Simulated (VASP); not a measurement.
A run of VASP 6.6.1 is set up as follows.

INCAR

```
SYSTEM = CdS
PREC = Accurate
ENCUT = 600
EDIFF = 1E-6
ISMEAR = 0
SIGMA = 0.03
LREAL = .FALSE.
LASPH = .TRUE.
NELM = 80
ALGO = Normal
ISIF = 3
LWAVE = .FALSE.
LCHARG = .FALSE.
GGA = PS
IBRION = 2
NSW = 90
EDIFFG = -0.01
KPAR = 4
```

The input KPOINTS:

```
Automatic mesh
0
G
  8 8 8
  0 0 0
```

File POSCAR:

```
CdS
1.0
    0.0000000000      2.9165000000      2.9165000000
    2.9165000000      0.0000000000      2.9165000000
    2.9165000000      2.9165000000      0.0000000000
Cd S
1 1
Direct
    0.0000000000      0.0000000000      0.0000000000
    0.2500000000      0.2500000000      0.2500000000
```

Potentials or basis: VASP PAW PBE potentials, release 64 (Cd, S).

Run with:

```bash
$ cat potpaw_PBE.64/Cd/POTCAR potpaw_PBE.64/S/POTCAR > POTCAR
$ mpirun -np 4 vasp_std > vasp.out
```

Task: Estimate the space group after relaxing (to 0.05 Å).

Result: F-43m (No. 216).

Task: Predict the band gap on the k mesh.

Result: 1.00 eV, direct.

Task: Predict the relaxed volume.

Result: 24.86 Å³/atom.

Task: Predict the relaxed cell.

Result: a = 4.127 Å, b = 4.127 Å, c = 4.127 Å, α = 60.00°, β = 60.00°, γ = 60.00°.

Final structure:
```
Cd S
1.0
     0.00000    2.91846    2.91846
     2.91846    0.00000    2.91846
     2.91846    2.91846    0.00000
Cd S
1 1
Direct
  0.00000 0.00000 0.00000
  0.25000 0.25000 0.25000
```

Caveat: the PAW data sets were made with another functional, which shifts forces and pressure a little.
